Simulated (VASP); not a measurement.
# Cu (P-1) in VASP: a series of runs

One crystal, Cu, is run at these levels: r2SCAN; tasks: single point.

Program: VASP 6.6.1. These are calculated values, not measurements. Logs are shortened: lines on timing, memory, paths and dates and some standing lists are left out, and cuts for length are marked.

### Step 1. Starting point

The typed cell holds 2 atoms: a = 2.534 Å, b = 2.534 Å, c = 4.113 Å, α = 90.00°, β = 90.00°, γ = 120.00°.

This isn't the form of Cu at room conditions, which is fcc.

### Step 2. Single point, r2SCAN

Input file POSCAR:

```
Cu
1.0
    2.5341000000      0.0000000000      0.0000000000
   -1.2670500000      2.1945900000      0.0000000000
    0.0000000000      0.0000000000      4.1125700000
Cu
2
Direct
    0.3362200000      0.6752000000      0.2534600000
    0.6630100000      0.3389500000      0.7416300000
```

Input file INCAR.step1:

```
SYSTEM = Cu
ALGO = Normal ; EDIFF = 1E-4
ENCUT = 520 ; GGA = PE
ISMEAR = 1 ; LASPH = .TRUE.
LCHARG = .FALSE. ; LREAL = .FALSE.
LWAVE = .TRUE. ; NBANDS = 18
NELM = 100 ; PREC = Accurate
SIGMA = 0.02
```

Input file INCAR.step2:

```
SYSTEM = Cu
ALGO = Normal ; EDIFF = 1E-6
ENCUT = 520 ; ISIF = 2
ISMEAR = 1 ; ISTART = 1
LASPH = .TRUE. ; LCHARG = .TRUE.
LELF = .TRUE. ; LMIXTAU = .TRUE.
LREAL = .FALSE. ; LVHAR = .TRUE.
LWAVE = .FALSE. ; METAGGA = R2SCAN
NBANDS = 18 ; NELM = 100
PREC = Accurate ; SIGMA = 0.02
```

Input file KPOINTS:

```
k-points
0
G
  6 6 3
  0 0 0
```

Potentials or basis: VASP PAW PBE potentials, release 64 (Cu).

On the command line:

```sh
$ cat potpaw_PBE.64/Cu/POTCAR > POTCAR
$ cp INCAR.step1 INCAR
$ mpirun -np 1 vasp_std > vasp.out
$ cp INCAR.step2 INCAR
$ mpirun -np 1 vasp_std > vasp.out
```

OUTCAR:

```text
SYSTEM = Cu
   EDIFF = 1E-6
   ENCUT = 520
   ISIF = 2
   ISMEAR = 1
   ISTART = 1
   LASPH = .TRUE.
   LREAL = .FALSE.
   METAGGA = R2SCAN
   NELM = 100
   PREC = Accurate

 ion  position               nearest neighbor table
   1  0.336  0.675  0.253-   2 2.48   2 2.48   2 2.49   2 2.56   2 2.56   2 2.57
   2  0.663  0.339  0.742-   1 2.48   1 2.48   1 2.49   1 2.56   1 2.56   1 2.57

  LATTYP: Found a hexagonal cell.
 ALAT       =     2.5341000000
 C/A-ratio  =     1.6228917564

  Lattice vectors:

 A1 = (   2.5341000000,   0.0000000000,   0.0000000000)
 A2 = (  -1.2670500000,   2.1945900000,   0.0000000000)
 A3 = (   0.0000000000,   0.0000000000,   4.1125700000)

Analysis of symmetry for initial positions (statically):
=====================================================================
 Subroutine PRICEL returns:
 Original cell was already a primitive cell.

 Routine SETGRP: Setting up the symmetry group for a
 hexagonal supercell.

 Subroutine GETGRP returns: Found  2 space group operations
 (whereof  1 operations were pure point group operations)
 out of a pool of 24 trial point group operations.

The static configuration has the point symmetry C_1 .
 The point group associated with its full space group is S_2 .

Analysis of symmetry for dynamics (positions and initial velocities):
=====================================================================
 Subroutine PRICEL returns:
 Original cell was already a primitive cell.

 Routine SETGRP: Setting up the symmetry group for a
 hexagonal supercell.

 Subroutine GETGRP returns: Found  2 space group operations
 (whereof  1 operations were pure point group operations)
 out of a pool of 24 trial point group operations.

The dynamic configuration has the point symmetry C_1 .
 The point group associated with its full space group is S_2 .

 Subroutine INISYM returns: Found  2 space group operations
 (whereof  1 operations are pure point group operations),
 and found     1 'primitive' translations

----------------------------------------------------------------------------------------

                                     Primitive cell

  volume of cell :      22.8713

  direct lattice vectors                    reciprocal lattice vectors
     2.534100000  0.000000000  0.000000000     0.394617418  0.227832989  0.000000000
    -1.267050000  2.194590000  0.000000000     0.000000000  0.455665979  0.000000000
     0.000000000  0.000000000  4.112570000     0.000000000  0.000000000  0.243156955

  length of vectors
     2.534100000  2.534095691  4.112570000     0.455665204  0.455665979  0.243156955

  position of ions in fractional coordinates (direct lattice)
     0.336220000  0.675200000  0.253460000
     0.663010000  0.338950000  0.741630000

  ion indices of the primitive-cell ions
   primitive index   ion index
                 1           1
                 2           2

----------------------------------------------------------------------------------------

 KPOINTS: k-points

Automatic generation of k-mesh.
 Grid dimensions read from file:
 generate k-points for:    6    6    3

 Generating k-lattice:

  Cartesian coordinates                     Fractional coordinates (reciprocal lattice)
     0.065769570  0.037972165  0.000000000     0.166666667  0.000000000  0.000000000
     0.000000000  0.075944330  0.000000000     0.000000000  0.166666667  0.000000000
     0.000000000  0.000000000  0.081052318     0.000000000  0.000000000  0.333333333

  Length of vectors
     0.075944201  0.075944330  0.081052318

  Shift w.r.t. Gamma in fractional coordinates (k-lattice)
     0.000000000  0.000000000  0.000000000

 Subroutine IBZKPT returns following result:
 ===========================================

 Found     56 irreducible k-points:

 Following reciprocal coordinates:
            Coordinates               Weight
  0.000000  0.000000  0.000000      1.000000
  0.166667 -0.000000  0.000000      2.000000
  0.000000  0.166667  0.000000      2.000000
 -0.166667  0.166667  0.000000      2.000000
  0.333333 -0.000000  0.000000      2.000000
  0.000000  0.333333  0.000000      2.000000
[... 16 lines left out ...]
  0.000000  0.166667  0.333333      2.000000
 -0.166667  0.166667  0.333333      2.000000
 [... further k-points ...]
   k-points           NKPTS =     56   k-points in BZ     NKDIM =     56   number of bands    NBANDS=     18
   number of dos      NEDOS =    301   number of ions     NIONS =      2
   total plane-waves  NPLWV =  12800
   dimension x,y,z NGX =    20 NGY =   20 NGZ =   32
   dimension x,y,z NGXF=    40 NGYF=   40 NGZF=   64
   ions per type =               2
   NGX,Y,Z   is equivalent  to a cutoff of  13.12, 13.12, 12.94 a.u.
   NGXF,Y,Z  is equivalent  to a cutoff of  26.24, 26.24, 25.87 a.u.
 SYSTEM =  Cu
   PREC   = accura    normal or accurate (medium, high low for compatibility)
   ISTART =      1    job   : 0-new  1-cont  2-samecut
   ICHARG =      0    charge: 1-file 2-atom 10-const
   ISPIN  =      1    spin polarized calculation?
   LNONCOLLINEAR =      F non collinear calculations
   LSORBIT =      F    spin-orbit coupling
   LASPH  =      T    aspherical Exc in radial PAW
   ENCUT  =  520.0 eV  38.22 Ry    6.18 a.u.   4.71  4.71  7.65*2*pi/ulx,y,z
   NELM   =    100;   NELMIN=  2; NELMDL=  0     # of ELM steps
   EDIFF  = 0.1E-05   stopping-criterion for ELM
   LREAL  =      F    real-space projection
   EDIFFG = 0.1E-04   stopping-criterion for IOM
   NSW    =      0    number of steps for IOM
   IBRION =     -1    ionic relax: 0-MD 1-quasi-New 2-CG
   NFREE  =      0    steps in history (QN), initial steepest desc. (CG)
   ISIF   =      2    stress and relaxation
   ISYM   =      2    0-nonsym 1-usesym 2-fastsym
   POTIM  = 0.5000    time-step for ionic-motion
   TEBEG  =    0.0;   TEEND  =   0.0 temperature during run
   PSTRESS=    0.0 pullay stress
   NELECT =      22.0000    total number of electrons
   NUPDOWN=      -1.0000    fix difference up-down
   EMIN   =  10.00;   EMAX   =-10.00  energy-range for DOS
   EFERMI =   0.00;   METHOD = LEGACY
   ISMEAR =     1;   SIGMA  =   0.02  broadening in eV -4-tet -1-fermi 0-gaus
   EFERMI_NEDOS =   21; number of points for ismear=-14 and -15
   IALGO  =     38    algorithm
   IMIX   =      4    mixing-type and parameters
     AMIX     =   0.40;   BMIX     =  1.00
     AMIX_MAG =   1.60;   BMIX_MAG =  1.00
  volume/ion in A,a.u.               =      11.44        77.17
  Fermi-wavevector in a.u.,A,eV,Ry     =   1.616041  3.053874 35.532797  2.611587
  Thomas-Fermi vector in A             =   2.710691
   LORBIT       =      0    0 simple, 1 ext, 2 COOP (PROOUT), +10 PAW based schemes
   METAGGA = R2SCAN    functional components
   LHFCALC =     F    Hartree Fock is set to
   AEXX    =    0.0000 exact exchange contribution
   IVDW    =     0    specifies the selected vdW correction
   LEPSILON=     F    determine dielectric tensor
   LRPA    =     F    only Hartree local field effects (RPA)
 non-spin polarized calculation
 Methfessel and Paxton  Order N= 1 SIGMA  =   0.02
  energy-cutoff  :      520.00
  volume of cell :       22.87
 maximum number of plane-waves:       627
   NGX =  9   NGY =  9   NGZ = 15

 number of electron      22.0000000 magnetization

 Free energy of the ion-electron system (eV)
  ---------------------------------------------------
  ext. energy  EPLUGINS =         0.00000000
  ---------------------------------------------------
  free energy    TOTEN  =       -21.45115122 eV

  energy without entropy =      -21.45092228  energy(sigma->0) =      -21.45107491

 E-fermi :   7.8064     XC(G=0): -13.9733

 val. band max:        7.7515435326   @ k =   0.5000   0.5000   0.0000
 cond. band min:       7.8086378348   @ k =  -0.3333   0.5000  -0.3333
 fundamental gap:      0.0570943022
 Fermi energy:         7.8064429243

 k-point     1 :       0.0000    0.0000    0.0000
  band No.  band energies     occupation
      1      -2.1362      2.00000
      2       2.3579      2.00000
      3       4.5488      2.00000
      4       4.5507      2.00000
      5       4.5582      2.00000
      6       4.7694      2.00000
[... 10 lines left out ...]
     17      32.5245      0.00000
     18      32.5924      0.00000

 k-point     2 :       0.1667   -0.0000    0.0000
  band No.  band energies     occupation
      1      -1.2032      2.00000
      2       2.8182      2.00000
      3       4.1673      2.00000
      4       4.3702      2.00000
      5       4.6168      2.00000
      6       4.8585      2.00000
[... 10 lines left out ...]
     17      30.7062      0.00000
     18      32.7807      0.00000

 k-point     3 :       0.0000    0.1667    0.0000
  band No.  band energies     occupation
      1      -1.2027      2.00000
      2       2.8212      2.00000
      3       4.1621      2.00000
      4       4.3791      2.00000
      5       4.6125      2.00000
      6       4.8671      2.00000
[... 10 lines left out ...]
     17      30.6997      0.00000
     18      32.7628      0.00000

 k-point     4 :      -0.1667    0.1667    0.0000
  band No.  band energies     occupation
      1      -1.2026      2.00000
      2       2.8214      2.00000
      3       4.1616      2.00000
      4       4.3797      2.00000
      5       4.6119      2.00000
      6       4.8679      2.00000
[... 375 lines left out ...]
      4       4.2317      2.00000
      5       4.3458      2.00000
      6       4.6778      2.00000
[... 10 lines left out ...]
     17      27.8232      0.00000
     18      29.8055      0.00000

 k-point    23 :       0.0000    0.1667    0.3333
  band No.  band energies     occupation
      1      -0.1988      2.00000
      2       2.1265      2.00000
      3       3.8699      2.00000
      4       4.2613      2.00000
      5       4.3495      2.00000
      6       4.6743      2.00000
[... 10 lines left out ...]
     17      27.8272      0.00000
     18      29.7728      0.00000

 k-point    24 :      -0.1667    0.1667    0.3333
  band No.  band energies     occupation
      1      -0.1998      2.00000
      2       2.1347      2.00000
      3       3.9010      2.00000
      4       4.2304      2.00000
      5       4.3383      2.00000
      6       4.6790      2.00000
[... 10 lines left out ...]
     17      27.8242      0.00000
     18      29.8072      0.00000

 [... further k-points ...]

------------------------ aborting loop because EDIFF is reached ----------------------------------------

  FORCE on cell =-STRESS in cart. coord.  units (eV):
  Direction    XX          YY          ZZ          XY          YZ          ZX
  --------------------------------------------------------------------------------------
  -------------------------------------------------------------------------------------
  Total        0.0945963      0.2020106      0.3928446     -0.1071677      0.0255684      0.0505583
  in kB        6.6266557     14.1512355     27.5195241     -7.5073047      1.7911156      3.5417084
  external PRESSURE =      16.0991384 kB  Pullay stress =       0.0000000 kB

 VOLUME and BASIS-vectors are now :
 -----------------------------------------------------------------------------
  energy-cutoff  :      520.00
  volume of cell :       22.87
      direct lattice vectors                 reciprocal lattice vectors
     2.534100000  0.000000000  0.000000000     0.394617418  0.227832989  0.000000000
    -1.267050000  2.194590000  0.000000000     0.000000000  0.455665979  0.000000000
     0.000000000  0.000000000  4.112570000     0.000000000  0.000000000  0.243156955

 POSITION                                       TOTAL-FORCE (eV/Angst)
 -----------------------------------------------------------------------------------
     -0.00350      1.48179      1.04237        -0.014173     -0.007586     -0.390246
      1.25067      0.74386      3.05001         0.014173      0.007586      0.390246
 -----------------------------------------------------------------------------------
    total drift:                               -0.000462      0.000536     -0.001684

  FREE ENERGIE OF THE ION-ELECTRON SYSTEM (eV)
  ---------------------------------------------------
  free  energy   TOTEN  =       -21.4511512213 eV

  energy  without entropy=      -21.4509222824  energy(sigma->0) =      -21.45107491
```

Run time: 48 s. Hardware: 1 thread of Intel Xeon Platinum 8559C (Emerald Rapids), shared host; peak memory 0.15 GiB.

Results:

```
Free energy            : -21.4512 eV
Pressure               : 1.6 GPa
Largest force          : 0.391 eV/Å
Band gap on the k mesh : none (metal or under the smearing width)
```

Forces in eV/Å, atoms in the order of the input:
```
Cu  -0.014 -0.008 -0.390
Cu   0.014  0.008  0.390
```

Stress tensor (GPa, compression positive):
```
 0.66 -0.75  0.35
-0.75  1.42  0.18
 0.35  0.18  2.75
```

Caveat: the k mesh is coarse (spacing up to 0.51 Å⁻¹), so the values aren't converged; the PAW data sets were made with another functional, which shifts forces and pressure a little.

### Step 3. Single point, r2SCAN

POSCAR is that of step 2.

Input file INCAR.step1:

```
ALGO     = Normal         # electronic algorithm
EDIFF    = 1E-4           # SCF threshold, eV
ENCUT    = 520            # plane-wave cutoff, eV
GGA      = PE             # functional
ISMEAR   = 1              # smearing method
LASPH    = True           # aspherical terms in the spheres
LCHARG   = False          # write CHGCAR
LREAL    = False          # projectors in reciprocal space
LWAVE    = True           # write WAVECAR
NBANDS   = 18             # bands
NELM     = 100            # most SCF steps
PREC     = Accurate       # precision mode
SIGMA    = 0.02           # smearing width, eV
```

Input file INCAR.step2:

```
ALGO     = Normal         # electronic algorithm
EDIFF    = 1E-7           # SCF threshold, eV
ENCUT    = 520            # plane-wave cutoff, eV
ISIF     = 2              # what is computed and relaxed
ISMEAR   = 1              # smearing method
ISTART   = 1            
LASPH    = True           # aspherical terms in the spheres
LCHARG   = True           # write CHGCAR
LELF     = True           # ELF
LMIXTAU  = True         
LREAL    = False          # projectors in reciprocal space
LVHAR    = True         
LWAVE    = False          # write WAVECAR
METAGGA  = R2SCAN         # meta-GGA
NBANDS   = 18             # bands
NELM     = 100            # most SCF steps
PREC     = Accurate       # precision mode
SIGMA    = 0.02           # smearing width, eV
```

Input file KPOINTS:

```
k-points
0
Gamma
  6 6 3
```

Potentials or basis: VASP PAW PBE potentials, release 64 (Cu).

On the command line:

```sh
$ cat potpaw_PBE.64/Cu/POTCAR > POTCAR
$ cp INCAR.step1 INCAR
$ mpirun -np 1 vasp_std > vasp.out
$ cp INCAR.step2 INCAR
$ mpirun -np 1 vasp_std > vasp.out
```

Run time: 51 s. Hardware: 1 thread of Intel Xeon Platinum 8559C (Emerald Rapids), shared host; peak memory 0.15 GiB.

It converged, with:

```yaml
Free_energy: -21.4512 eV
Pressure: 1.6 GPa
Largest_force: 0.391 eV/Å
Band_gap_on_the_k_mesh: none (metal or under the smearing width)
```

Forces in eV/Å, atoms in the order of the input:
```
Cu  -0.014 -0.008 -0.390
Cu   0.014  0.008  0.390
```

Stress tensor (GPa, compression positive):
```
 0.62 -0.75  0.35
-0.75  1.37  0.18
 0.35  0.18  2.71
```

Levels at points of the mesh, in eV from the Fermi level:
```tsv
k point	band 8	band 9	band 10	band 11	band 12	band 13	band 14	band 15
(0.00, 0.00, 0.00)	-2.74	-2.71	-1.93	-1.90	-1.08	4.19	22.31	23.09
(0.50, 0.00, 0.00)	-1.84	-1.77	-1.73	-0.11	1.69	8.19	8.80	11.23
(0.00, 0.50, 0.00)	-1.85	-1.77	-1.73	-0.06	1.64	8.27	8.89	11.16
(0.50, 0.50, 0.00)	-1.85	-1.77	-1.73	-0.05	1.64	8.28	8.90	11.15
```

Caveat: the k mesh is coarse (spacing up to 0.51 Å⁻¹), so the values aren't converged; the PAW data sets were made with another functional, which shifts forces and pressure a little.
